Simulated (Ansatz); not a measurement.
# Ti3Al (P-6m2) in Ansatz: notebook

The runs below take Ti3Al through relaxation of cell and atoms, with PBEsol.

All numbers are computed with Ansatz 0.2.0; they aren't measurements. Logs are shortened: lines on timing, memory, paths and dates and some standing lists are left out, and cuts for length are marked.

## (1) Starting point

Symmetry: P-6m2, No. 187, hexagonal system. The conventional cell has a = 2.928 Å, b = 2.928 Å, c = 9.226 Å, α = 90.00°, β = 90.00°, γ = 120.00°. Ti (site symmetry 3m) has 9 Ti at 2.86 to 2.93 Å and 3 Al at 2.86 Å as nearest neighbours. Ti (site symmetry -6m2) is surrounded by 12 Ti at 2.86 to 2.93 Å. Around Al (site symmetry -6m2) lie 6 Ti at 2.86 Å and 6 Al at 2.93 Å.

The cell comes from a database or a generator and needn't be the stable form of this composition.

## (2) Relaxation of cell and atoms, PBEsol

File input.yaml:

```yaml
crystal:
  lattice:
    - [2.9275422229, 0.0, 0.0]
    - [-1.4637711114, 2.5353259357, 0.0]
    - [0.0, 0.0, 9.226362]
  atoms:
    - { symbol: Ti, position: [0.3333333333, 0.6666666667, 0.249406] }
    - { symbol: Ti, position: [0.3333333333, 0.6666666667, 0.750594] }
    - { symbol: Ti, position: [0.6666666667, 0.3333333333, 0.0] }
    - { symbol: Al, position: [0.6666666667, 0.3333333333, 0.5] }
hamiltonian:
  xc: pbesol
  pseudopotentials: { kind: paw }
kpoints:
  mp_grid: { grid: [10, 10, 3] }
scf:
  occupations: { method: fermi_dirac, width: 0.05 }
output:
  forces: true
  stress: true
  eigenvalues: true
relax:
  f_tol: 0.01
  max_steps: 40
  cell: { stress_tol: 0.05 }
```

Potentials or basis: Ansatz PAW.

Command:

```bash
ansatz run input.yaml --threads 2 --pin off --max-ram 5632MiB --backend cpu --events-out ev --progress --plain --runs-dir out
```

Standard output:

```text
Warning: RAYON_NUM_THREADS=2 ignored (pool sized by the plan → 2); use --threads N
Engine: ansatz 0.2.0, aarch64-unknown-linux-gnu
Pseudopotentials: kind: paw
Pseudopotential: Ti, paw, valence charge 12, recommended cutoff 420 eV (normal), Ti.paw.azcp
Pseudopotential: Al, paw, valence charge 3, recommended cutoff 420 eV (normal), Al.paw.azcp
Functional definition: PBEsol
  exchange = pbesol_x
  correlation = pbesol_c
Crystal: 4 atoms, lattice volume = 68.481 Å³
Basis set: ecut = 420 eV, 1339 PW (Γ), exchange–correlation on 40×40×128 points (8 copies of the dense FFT grid, shifted against one another)
Bands: 24, of which v1, the nominal top of the filled ones, is band 20 counted from 1 (19 counted from 0)
Symmetry: 12 space group operations
Space group: P-6m2 (ITA 187), of the structure as read, at distance tolerance 4.1e-5 Å
k-points: 28 of 300 (time reversal used)
Non-local potential: Ti, projectors of the file, l = 0: 3, l = 1: 2, l = 2: 3, l = 3: 1
Non-local potential: Al, projectors of the file, l = 0: 2, l = 1: 2, l = 2: 1
PAW form: soft (Blöchl's): semilocal exchange-correlation on the pseudo side does not see the compensation charge
PAW frozen core: Ti, regenerated for the run's functional, and the local potential with it (the file was generated under x = pbe(κ = 0.804, μ = 0.2195149727645171), c = pbe(β = 0.06672455060314922))
PAW frozen core: Al, regenerated for the run's functional, and the local potential with it (the file was generated under x = pbe(κ = 0.804, μ = 0.2195149727645171), c = pbe(β = 0.06672455060314922))
PAW one-centre angular grid: Ti, 590 points (default); XC on 64 Gauss nodes
PAW one-centre angular grid: Al, 110 points (default); XC on 64 Gauss nodes
Initial density: superposition of atomic densities (neutral atoms: chi_scale 0, normalization atom), corrected by the library's trained network
Initial wavefunctions: pseudopotential atomic-orbital guess
Functional: x = pbesol(κ = 0.804, μ = 0.12345679012345678), c = pbesol(β = 0.046)
SCF iter   1: F=—  HF=-7946.760517 eV  |F-HF|=—  |Δ(HF+E_count)|=         —  Δρ=9.00e-3  dr2=9.06e-2  ethr=1.77e-3  ⟨swp⟩=5.2  Hψ=2842  notcnv=0
preconditioner: auto → Kerker (q_TF=auto, 2.484 Å⁻¹)  [metal: Δε(μ)=0.081 eV  Ē_g=2.947 eV  σ=0.050 eV  W_gap=0.38  n_scr=12 (ndim 8)  ℏωp=17.4 eV  f_vac=0.000  D(μ)=3.18/eV (n_scr^D=38)]
SCF iter   2: F=—  HF=-7946.747915 eV  |F-HF|=—  |Δ(HF+E_count)|=   1.26e-2  Δρ=3.54e-3  dr2=1.32e-2  ethr=2.32e-4  ⟨swp⟩=2.0  Hψ=998  notcnv=0
SCF iter   3: F=—  HF=-7946.745894 eV  |F-HF|=—  |Δ(HF+E_count)|=   2.02e-3  Δρ=8.08e-4  dr2=7.53e-4  ethr=3.38e-5  ⟨swp⟩=2.0  Hψ=870  notcnv=0
SCF iter   4: F=—  HF=-7946.745787 eV  |F-HF|=—  |Δ(HF+E_count)|=   1.06e-4  Δρ=2.19e-4  dr2=8.16e-5  ethr=1.93e-6  ⟨swp⟩=1.7  Hψ=817  notcnv=0
SCF iter   5: F=—  HF=-7946.745721 eV  |F-HF|=—  |Δ(HF+E_count)|=   6.67e-5  Δρ=3.95e-5  dr2=3.91e-6  ethr=2.09e-7  ⟨swp⟩=2.0  Hψ=853  notcnv=0
SCF iter   6: F=—  HF=-7946.745720 eV  |F-HF|=—  |Δ(HF+E_count)|=   3.82e-7  Δρ=1.09e-5  dr2=1.28e-7  ethr=1.00e-8  ⟨swp⟩=2.1  Hψ=845  notcnv=0
SCF iter   7: F=-7946.745720 eV  HF=-7946.745720 eV  |F-HF|=9.65e-9  |Δ(HF+E_count)|=   2.71e-8  Δρ=2.88e-6  dr2=1.18e-8  ethr=2.56e-10  ⟨swp⟩=4.1  Hψ=2033  notcnv=0
SCF 1 converged in 7 iterations: F = -7946.745720 eV  dr2 = 1.18e-8
relax step   1: F+E_penalty+E_count = -7946.74572039 eV  Δ(F+E_penalty+E_count) = +0.000e0 eV  max|allowed force component| = 8.047e-2 eV/Å  Δτ_max = 0.0000 Å  P = -3.433 GPa  Ω = 68.481 Å³  (7 SCF iters, dr2 threshold 1.00e-7 eV, accepted)
Crystal: 4 atoms, lattice volume = 64.032 Å³
Basis set: ecut = 420 eV, 1255 PW (Γ), exchange–correlation on 40×40×128 points (8 copies of the dense FFT grid, shifted against one another)
Initial density: handed on by an earlier stage of this run
Initial wavefunctions: those handed on with the density
iter 1 solved again at ethr=7.47e-4 eV; its pass at ethr=3.10e-3 eV (dr2=2.91e-1 eV) is discarded
SCF iter   1: F=—  HF=-7946.750586 eV  |F-HF|=—  |Δ(HF+E_count)|=         —  Δρ=7.30e-3  dr2=2.91e-1  ethr=7.47e-4  ⟨swp⟩=1.0  Hψ=4055  notcnv=0
preconditioner: auto → none  [metal: Δε(μ)=0.009 eV  Ē_g=3.038 eV  σ=0.050 eV  W_gap=0.05  n_scr=6 (ndim 8)  ℏωp=18.0 eV  f_vac=0.000  D(μ)=3.32/eV (n_scr^D=38)]
SCF iter   2: F=—  HF=-7946.752415 eV  |F-HF|=—  |Δ(HF+E_count)|=   1.83e-3  Δρ=4.74e-3  dr2=1.86e-1  ethr=7.47e-4  ⟨swp⟩=2.1  Hψ=979  notcnv=0
SCF iter   3: F=—  HF=-7946.735598 eV  |F-HF|=—  |Δ(HF+E_count)|=   1.68e-2  Δρ=2.00e-3  dr2=3.73e-3  ethr=4.76e-4  ⟨swp⟩=2.0  Hψ=997  notcnv=0
SCF iter   4: F=—  HF=-7946.735280 eV  |F-HF|=—  |Δ(HF+E_count)|=   3.18e-4  Δρ=2.46e-4  dr2=5.66e-5  ethr=9.56e-6  ⟨swp⟩=2.4  Hψ=1077  notcnv=0
SCF iter   5: F=—  HF=-7946.735253 eV  |F-HF|=—  |Δ(HF+E_count)|=   2.72e-5  Δρ=9.05e-5  dr2=2.94e-5  ethr=1.45e-7  ⟨swp⟩=2.5  Hψ=1081  notcnv=0
SCF iter   6: F=—  HF=-7946.735251 eV  |F-HF|=—  |Δ(HF+E_count)|=   1.22e-6  Δρ=2.62e-5  dr2=3.03e-6  ethr=7.53e-8  ⟨swp⟩=1.0  Hψ=672  notcnv=0
SCF iter   7: F=-7946.735251 eV  HF=-7946.735251 eV  |F-HF|=3.66e-8  |Δ(HF+E_count)|=   2.04e-7  Δρ=5.10e-6  dr2=4.59e-8  ethr=1.03e-9  ⟨swp⟩=5.8  Hψ=2696  notcnv=0
SCF 2 converged in 7 iterations: F = -7946.735251 eV  dr2 = 4.59e-8
relax step   2: F+E_penalty+E_count = -7946.73525121 eV  Δ(F+E_penalty+E_count) = +1.047e-2 eV  max|allowed force component| = 1.542e-1 eV/Å  Δτ_max = 0.0196 Å  P = +4.525 GPa  Ω = 64.032 Å³  energy of the carried Pulay correction = +5.916e-4 eV  (7 SCF iters, dr2 threshold 4.00e-7 eV, rejected (line search))
Crystal: 4 atoms, lattice volume = 66.482 Å³
Basis set: ecut = 420 eV, 1267 PW (Γ), exchange–correlation on 40×40×128 points (8 copies of the dense FFT grid, shifted against one another)
iter 1 solved again at ethr=3.57e-4 eV; its pass at ethr=3.10e-3 eV (dr2=1.39e-1 eV) is discarded
SCF iter   1: F=—  HF=-7946.776576 eV  |F-HF|=—  |Δ(HF+E_count)|=         —  Δρ=4.92e-3  dr2=1.37e-1  ethr=3.57e-4  ⟨swp⟩=1.0  Hψ=4040  notcnv=0
preconditioner: auto → none  [metal: Δε(μ)=0.096 eV  Ē_g=2.991 eV  σ=0.050 eV  W_gap=0.43  n_scr=6 (ndim 8)  ℏωp=17.6 eV  f_vac=0.000  D(μ)=3.00/eV (n_scr^D=26)]
SCF iter   2: F=—  HF=-7946.779903 eV  |F-HF|=—  |Δ(HF+E_count)|=   3.33e-3  Δρ=3.52e-3  dr2=1.25e-1  ethr=3.52e-4  ⟨swp⟩=2.2  Hψ=992  notcnv=0
SCF iter   3: F=—  HF=-7946.770229 eV  |F-HF|=—  |Δ(HF+E_count)|=   9.67e-3  Δρ=1.44e-3  dr2=6.26e-3  ethr=3.22e-4  ⟨swp⟩=2.0  Hψ=972  notcnv=0
SCF iter   4: F=—  HF=-7946.769555 eV  |F-HF|=—  |Δ(HF+E_count)|=   6.74e-4  Δρ=1.88e-4  dr2=1.86e-5  ethr=1.61e-5  ⟨swp⟩=2.0  Hψ=919  notcnv=0
SCF iter   5: F=—  HF=-7946.769498 eV  |F-HF|=—  |Δ(HF+E_count)|=   5.74e-5  Δρ=7.74e-5  dr2=1.45e-5  ethr=4.76e-8  ⟨swp⟩=2.0  Hψ=1152  notcnv=0
SCF iter   6: F=—  HF=-7946.769498 eV  |F-HF|=—  |Δ(HF+E_count)|=   7.60e-7  Δρ=1.05e-5  dr2=8.98e-8  ethr=3.73e-8  ⟨swp⟩=1.7  Hψ=763  notcnv=0
SCF iter   7: F=—  HF=-7946.769499 eV  |F-HF|=—  |Δ(HF+E_count)|=   5.67e-7  Δρ=3.20e-6  dr2=4.48e-9  ethr=2.30e-10  ⟨swp⟩=2.4  Hψ=1030  notcnv=0
SCF iter   8: F=—  HF=-7946.769499 eV  |F-HF|=—  |Δ(HF+E_count)|=  3.55e-10  Δρ=5.07e-7  dr2=4.00e-10  ethr=1.15e-11  ⟨swp⟩=2.2  Hψ=987  notcnv=0
SCF iter   9: F=—  HF=-7946.769499 eV  |F-HF|=—  |Δ(HF+E_count)|=  5.28e-11  Δρ=2.02e-7  dr2=7.85e-11  ethr=1.00e-12  ⟨swp⟩=4.1  Hψ=2149  notcnv=0
SCF iter  10: F=-7946.769499 eV  HF=-7946.769499 eV  |F-HF|=4.55e-12  |Δ(HF+E_count)|=  1.00e-11  Δρ=5.99e-8  dr2=2.67e-12  ethr=1.00e-12  ⟨swp⟩=3.9  Hψ=1929  notcnv=0
SCF 3 converged in 10 iterations: F = -7946.769499 eV  dr2 = 2.67e-12
relax step   3: F+E_penalty+E_count = -7946.76949901 eV  Δ(F+E_penalty+E_count) = -2.378e-2 eV  max|allowed force component| = 1.123e-2 eV/Å  Δτ_max = 0.0058 Å  P = -0.166 GPa  Ω = 66.482 Å³  energy of the carried Pulay correction = +2.609e-4 eV  (10 SCF iters, accepted)
Crystal: 4 atoms, lattice volume = 66.389 Å³
iter 1 solved again at ethr=1.18e-6 eV; its pass at ethr=3.10e-3 eV (dr2=4.61e-4 eV) is discarded
SCF iter   1: F=—  HF=-7946.769649 eV  |F-HF|=—  |Δ(HF+E_count)|=         —  Δρ=2.92e-4  dr2=4.60e-4  ethr=1.18e-6  ⟨swp⟩=1.0  Hψ=3445  notcnv=0
preconditioner: auto → none  [metal: Δε(μ)=0.064 eV  Ē_g=2.977 eV  σ=0.050 eV  W_gap=0.31  n_scr=6 (ndim 8)  ℏωp=17.7 eV  f_vac=0.000  D(μ)=3.17/eV (n_scr^D=38)]
SCF iter   2: F=—  HF=-7946.769663 eV  |F-HF|=—  |Δ(HF+E_count)|=   1.48e-5  Δρ=1.88e-4  dr2=3.44e-4  ethr=1.18e-6  ⟨swp⟩=2.0  Hψ=845  notcnv=0
SCF iter   3: F=—  HF=-7946.769634 eV  |F-HF|=—  |Δ(HF+E_count)|=   2.90e-5  Δρ=8.07e-5  dr2=1.58e-5  ethr=8.82e-7  ⟨swp⟩=1.8  Hψ=785  notcnv=0
SCF iter   4: F=—  HF=-7946.769577 eV  |F-HF|=—  |Δ(HF+E_count)|=   5.69e-5  Δρ=1.59e-5  dr2=2.95e-7  ethr=4.06e-8  ⟨swp⟩=1.3  Hψ=680  notcnv=0
iter 5 did not close the SCF: its close was put off for the readings that it lacked (scf_convergence_deferred on its scf_iter line)
SCF iter   5: F=-7946.769577 eV  HF=-7946.769577 eV  |F-HF|=4.93e-9  |Δ(HF+E_count)|=   1.25e-8  Δρ=4.23e-6  dr2=1.10e-8  ethr=7.56e-10  ⟨swp⟩=1.5  Hψ=702  notcnv=0
SCF iter   6: F=-7946.769577 eV  HF=-7946.769577 eV  |F-HF|=6.68e-10  |Δ(HF+E_count)|=   1.81e-9  Δρ=7.72e-7  dr2=8.98e-10  ethr=2.83e-11  ⟨swp⟩=2.0  Hψ=1691  notcnv=0
SCF 4 converged in 6 iterations: F = -7946.769577 eV  dr2 = 8.98e-10
relax step   4: F+E_penalty+E_count = -7946.76957738 eV  Δ(F+E_penalty+E_count) = -7.838e-5 eV  max|allowed force component| = 7.696e-4 eV/Å  Δτ_max = 0.0010 Å  P = -0.002 GPa  Ω = 66.389 Å³  energy of the carried Pulay correction = +2.733e-4 eV  (6 SCF iters, dr2 threshold 9.12e-8 eV, accepted)
Initial wavefunctions: pseudopotential atomic-orbital guess (no wavefunctions were taken with the density)
iter 1 solved again at ethr=7.90e-9 eV; its pass at ethr=3.10e-3 eV (dr2=3.08e-6 eV) is discarded
SCF iter   1: F=—  HF=-7946.769385 eV  |F-HF|=—  |Δ(HF+E_count)|=         —  Δρ=1.91e-5  dr2=2.97e-8  ethr=7.90e-9  ⟨swp⟩=3.5  Hψ=4663  notcnv=0
preconditioner: auto → none  [metal: Δε(μ)=0.067 eV  Ē_g=2.978 eV  σ=0.050 eV  W_gap=0.32  n_scr=6 (ndim 8)  ℏωp=17.7 eV  f_vac=0.000  D(μ)=3.16/eV (n_scr^D=38)]
SCF iter   2: F=—  HF=-7946.769330 eV  |F-HF|=—  |Δ(HF+E_count)|=   5.47e-5  Δρ=9.43e-6  dr2=8.30e-9  ethr=7.62e-11  ⟨swp⟩=2.9  Hψ=1235  notcnv=0
SCF iter   3: F=—  HF=-7946.769330 eV  |F-HF|=—  |Δ(HF+E_count)|=   1.07e-8  Δρ=2.00e-6  dr2=2.55e-8  ethr=2.13e-11  ⟨swp⟩=2.4  Hψ=1045  notcnv=0  recentre
SCF iter   4: F=—  HF=-7946.769330 eV  |F-HF|=—  |Δ(HF+E_count)|=   1.80e-9  Δρ=8.17e-7  dr2=2.44e-10  ethr=2.13e-11  ⟨swp⟩=2.0  Hψ=860  notcnv=0
iter 5 did not close the SCF: its close was put off for the readings that it lacked (scf_convergence_deferred on its scf_iter line)
SCF iter   5: F=-7946.769330 eV  HF=-7946.769330 eV  |F-HF|=9.09e-13  |Δ(HF+E_count)|=  8.00e-11  Δρ=2.31e-7  dr2=1.68e-11  ethr=1.00e-12  ⟨swp⟩=1.6  Hψ=754  notcnv=0
SCF iter   6: F=-7946.769330 eV  HF=-7946.769330 eV  |F-HF|=1.27e-11  |Δ(HF+E_count)|=  4.55e-12  Δρ=5.34e-8  dr2=1.14e-11  ethr=1.00e-12  ⟨swp⟩=2.4  Hψ=2013  notcnv=0
SCF 5 converged in 6 iterations: F = -7946.769330 eV  dr2 = 1.14e-11
relax step   5: F+E_penalty+E_count = -7946.76933002 eV  Δ(F+E_penalty+E_count) = +2.474e-4 eV  max|allowed force component| = 7.754e-4 eV/Å  Δτ_max = 0.0000 Å  P = -0.005 GPa  Ω = 66.389 Å³  stress off target by 7.48e-3 GPa  SCF on the basis re-selected at this cell (its energy is not comparable with the rows above)  (6 SCF iters)
basis re-selected at this cell: Δ(F+E_penalty+E_count) = +2.474e-4 eV, ΔP = -0.004 GPa vs the last step (what re-selecting the basis moved, of the pressure what is left beyond the Pulay correction that the steps carried, after the strain that the cell walked since its last selection, with what the two solves' SCF thresholds leave and, on support functions, any second-order correction that the steps lacked; it is no measure of the basis error at this ecutwfc). This SCF's stress stands 7.48e-3 GPa from its target on what of the cell is left free (relax.cell.stress_tol is 5.00e-2 GPa) and its largest allowed force component is 7.75e-4 eV/Å (relax.f_tol is 1.00e-2 eV/Å): within both
SCF converged after 6 iterations
Free energy (F): -7946.769330 eV
Harris-Foulkes:  -7946.769330 eV  (|F-HF|=1.27e-11)
Internal energy: -7946.741954 eV  (E = F + TS)
E sigma→0 (E₀):  -7946.755642 eV
Entropy (-TS):   -0.027376 eV (-6.844 meV/atom)
Fermi energy:    12.152129 eV
--- Per-component energies (eV) ---
  E_band       = -482.977931
  E_kinetic    = 841.444767
  E_local      = -3501.293284  (includes V_loc(G=0)·N_el)
  E_nonlocal   = 38.305456
  E_hartree    = 1524.169750
  E_xc         = -330.312704
  E_vxc        = -394.726607  (∫ρ·V_xc dr)
  E_paw        = -3522.242115  (= ΣΔE_a)
  E_vpaw       = -515.047944  (= ΣTr[D̂ρ^β])
  E_aug_tail   = 0.000321  (compensation charges beyond the density's cutoff)
  E_ewald      = -2997.251437
  E_core_change = 0.437292  (= ΣΔE_core)
  E_smearing   = -0.027376  (= −TS)
  E_closure    = 0.000000  (closes the sum)
  Σ components = -7946.769330   (vs F -7946.769330, Δ=0.00e0)
--- Forces (eV/Å), atoms counted from 1 ---
  atom   1  Ti    -0.00000000     0.00000000    -0.00077538
  atom   2  Ti    -0.00000000     0.00000000     0.00077538
  atom   3  Ti    -0.00000000     0.00000000    -0.00000000
  atom   4  Al    -0.00000000    -0.00000000     0.00000000
  max |Σ_I F_I| component: 1.71e-16 eV/Å
--- Stress (GPa, compression-positive) ---
       -0.007485       0.000000       0.000000
        0.000000      -0.007485      -0.000000
        0.000000      -0.000000      -0.000342
  P = ⅓ Tr σ = -0.0051 GPa (-0.051 kbar)
--- Band table (eV; the first three rows and the last of 28) ---
  k-point 0: bands = ["-44.2543", "-44.1990", "-44.1282", "-20.9235", "-20.6414", "-20.3137", "-20.2810", "-20.2810", "-20.2378", "-20.2378", "-20.1933", "-20.1933", "3.5980", "7.0420", "7.2879", "9.6106", "11.3528", "12.6782", "12.9110", "12.9896", "12.9896", "13.0843", "13.0843", "13.4114"]
  k-point 1: bands = ["-44.2542", "-44.1991", "-44.1282", "-20.9245", "-20.6394", "-20.3148", "-20.2810", "-20.2810", "-20.2378", "-20.2378", "-20.1933", "-20.1933", "3.6298", "6.4195", "8.2844", "9.2934", "11.1468", "12.6346", "12.9400", "12.9920", "12.9920", "13.0788", "13.0788", "13.4183"]
  k-point 2: bands = ["-44.2433", "-44.1907", "-44.1227", "-20.9048", "-20.6424", "-20.3482", "-20.3283", "-20.2970", "-20.2590", "-20.2498", "-20.2425", "-20.2014", "3.8320", "7.2972", "7.5466", "9.8458", "11.3869", "12.3365", "12.6997", "12.8332", "13.0057", "13.1732", "13.2318", "13.3287"]
  k-point 27: bands = ["-44.1056", "-44.1022", "-44.0833", "-20.7815", "-20.7669", "-20.7034", "-20.6060", "-20.5898", "-20.5450", "-20.4888", "-20.3886", "-20.3661", "9.1918", "10.4624", "10.6411", "10.6967", "10.9477", "11.0375", "11.3273", "11.4811", "12.0472", "12.1782", "12.3558", "13.8525"]
--- Relaxed structure (4 steps of the walk, 3 accepted, 1 SCFs on fresh bases) ---
  F+E_penalty+E_count = -7946.76933002 eV   max|allowed force component| = 7.754e-4 eV/Å   (the final SCF, on the basis selected at the relaxed cell)
  cell:  # Å, volume = 66.3889 Å³
    - [2.895228492047545, -2.8548878534709988e-11, 1.073750658735973e-18]
    - [-1.4476142459990484, 2.507341423887961, -5.368753293588173e-19]
    - [3.3840032084625774e-18, -5.971973269246347e-34, 9.145318723325296]
  atoms:
    - { symbol: Ti, position: [0.33333333333333337, 0.6666666666666666, 0.24866302435231324] }
    - { symbol: Ti, position: [0.33333333333333337, 0.6666666666666666, 0.7513369756476868] }
    - { symbol: Ti, position: [0.6666666666666667, 0.33333333333333326, -1.2037062152420224e-35] }
    - { symbol: Al, position: [0.6666666666666667, 0.33333333333333326, 0.5] }
```

Wall time 14 s (2 threads of Arm Neoverse V1, shared host); peak memory 0.34 GiB.

Results:

```
Free energy                            : -7946.7693 eV
Relaxed volume                         : 16.60 Å³/atom
Relaxed cell                           : a = 2.895 Å, b = 2.895 Å, c = 9.145 Å, α = 90.00°, β = 90.00°, γ = 120.00°
Space group after relaxing (to 0.05 Å) : P-6m2 (No. 187)
Energy gained by relaxing              : 5.9 meV/atom
Ionic steps                            : 4
Pressure after relaxing                : 0.0 GPa
Band gap on the k mesh                 : none (metal or under the smearing width)
```

The path:
```csv
step,energy change (eV),largest force (eV/Å),volume (Å³)
1,0.0000,0.0805,68.48
2,-0.0238,0.0112,66.48
3,-0.0239,0.0008,66.39
4,-0.0236,0.0008,66.39
```

Final structure:
```
CELL_PARAMETERS angstrom
2.89523 0.00000 0.00000
-1.44761 2.50734 0.00000
0.00000 0.00000 9.14532
ATOMIC_POSITIONS crystal
Ti 0.33333 0.66667 0.24866
Ti 0.33333 0.66667 0.75134
Ti 0.66667 0.33333 0.00000
Al 0.66667 0.33333 0.50000
```

Levels at points of the mesh, in eV from the Fermi level:
| k point | band 16 | band 17 | band 18 | band 19 | band 20 | band 21 | band 22 | band 23 | band 24 |
| --- | --- | --- | --- | --- | --- | --- | --- | --- | --- |
| (0.00, 0.00, 0.00) | -2.54 | -0.80 | 0.53 | 0.76 | 0.84 | 0.84 | 0.93 | 0.93 | 1.26 |
| (0.00, -0.50, 0.00) | -2.16 | -1.52 | -1.28 | -0.66 | -0.38 | 0.91 | 1.05 | 1.18 | 1.80 |

Caveat: the plane-wave basis is chosen anew once the cell has moved, so the energies of steps on either side of that aren't comparable; the PAW data sets come from PBE, with cores solved anew for the run's functional, which leaves a small shift of forces and pressure.

## (3) Relaxation of cell and atoms, PBEsol, target pressure 2 GPa, at which the enthalpy is minimised

Changes to input.yaml since step 2:

```diff
@@ -24,2 +24,2 @@
   max_steps: 40
-  cell: { stress_tol: 0.05 }
+  cell: { stress_tol: 0.05, p_target: 2.0 }
```

Potentials or basis: Ansatz PAW.

Command:

```bash
ansatz run input.yaml --threads 2 --pin off --max-ram 5632MiB --backend cpu --events-out ev --progress --plain --runs-dir out
```

It took 14 s on 2 threads of Arm Neoverse V1, shared host; peak memory 0.34 GiB.

It converged, with:

```
Free energy                                            : -7946.7627 eV
Relaxed volume                                         : 16.32 Å³/atom
Relaxed cell                                           : a = 2.878 Å, b = 2.878 Å, c = 9.102 Å, α = 90.00°, β = 90.00°, γ = 120.00°
Space group after relaxing (to 0.05 Å)                 : P-6m2 (No. 187)
Energy change on relaxing (the enthalpy is what falls) : -4.2 meV/atom
Ionic steps                                            : 4
Pressure after relaxing                                : 2.0 GPa
Band gap on the k mesh                                 : none (metal or under the smearing width)
```

The path:
| step | energy change (eV) | largest force (eV/Å) | volume (Å³) |
| --- | --- | --- | --- |
| 1 | 0.0000 | 0.0805 | 68.48 |
| 2 | -0.0197 | 0.0140 | 65.52 |
| 3 | -0.0173 | 0.0004 | 65.29 |
| 4 | -0.0169 | 0.0004 | 65.29 |

Final structure:
```
Ti Al
1.0
     2.87800    0.00000    0.00000
    -1.43900    2.49242    0.00000
     0.00000    0.00000    9.10239
Ti Al
3 1
Direct
  0.33333 0.66667 0.24884
  0.33333 0.66667 0.75116
  0.66667 0.33333 0.00000
  0.66667 0.33333 0.50000
```

Levels at points of the mesh, in eV from the Fermi level:
```
            k point  band 17  band 18  band 19  band 20  band 21  band 22  band 23  band 24
 (0.00, 0.00, 0.00)    -0.81     0.54     0.76     0.85     0.85     0.95     0.95     1.28
(0.00, -0.50, 0.00)    -1.54    -1.31    -0.67    -0.36     0.93     1.08     1.20     1.84
```

Caveat: the plane-wave basis is chosen anew once the cell has moved, so the energies of steps on either side of that aren't comparable; the PAW data sets come from PBE, with cores solved anew for the run's functional, which leaves a small shift of forces and pressure.

(Part 1 of 2 ends here.)
